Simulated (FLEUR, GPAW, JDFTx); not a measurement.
## One calculation of ZnS, 3 ways

```
Zn S
1.0
     0.00000    2.70200    2.70200
     2.70200    0.00000    2.70200
     2.70200    2.70200    0.00000
Zn S
1 1
Direct
  0.75000 0.75000 0.75000
  0.00000 0.00000 0.00000
```

Alike in all runs: task equation of state; functional PBEsol; k mesh 9 × 9 × 9; occupations fermi-dirac, width 0.05 eV; no spin polarisation; no spin-orbit coupling.

```csv
program and potentials,plane-wave cutoff (eV),notes,equilibrium volume (Å³/atom),bulk modulus (GPa)
"JDFTx, PseudoDojo-SR-PBEsol-0.4.1-standard with smoothed tails",1143,-,19.20,78.8
"GPAW, PAW data sets generated for this functional",600,-,19.22,79.0
"FLEUR, all-electron, FLAPW",-,-,19.21,78.9
```

The equilibrium volume spans 19.20 (JDFTx, PseudoDojo-SR-PBEsol-0.4.1-standard with smoothed tails) to 19.22 Å³/atom (GPAW, PAW data sets generated for this functional), with all-electron results at 19.21. The bulk modulus spans 78.8 (JDFTx, PseudoDojo-SR-PBEsol-0.4.1-standard with smoothed tails) to 79.0 GPa (GPAW, PAW data sets generated for this functional), with all-electron results at 78.9.

The functional is the same throughout but for its coding, so the spread measures potentials, basis and numerics; runs on potential files found faulty are left out.

The three treatments give practically the same equation of state for zincblende ZnS, with both potential-based results lying close to the all-electron volume of 19.21 Å³/atom and bulk modulus of 78.9 GPa. This is a meaningful test because the filled Zn 3d shell is shallow enough to mix with S 3p states and repel them, so a poor description of it would probably disturb the bonding and the compressibility. The agreement suggests that neither potential introduces a significant error here.

Volume and bulk modulus rise together across the three rows, whereas a softer lattice would normally accompany a larger volume. At this size, the differences more likely reflect numerics and fitting than any distinction in bonding. The listed cell is larger than all three equilibrium volumes, so it represents a slightly stretched crystal for this functional. The equilibrium volumes also fall somewhat below experiment, a shared deviation that points mainly to the approximate exchange-correlation functional rather than to the potentials. Agreement on these ground-state properties does not establish the accuracy of the band gap or the 3d level position.
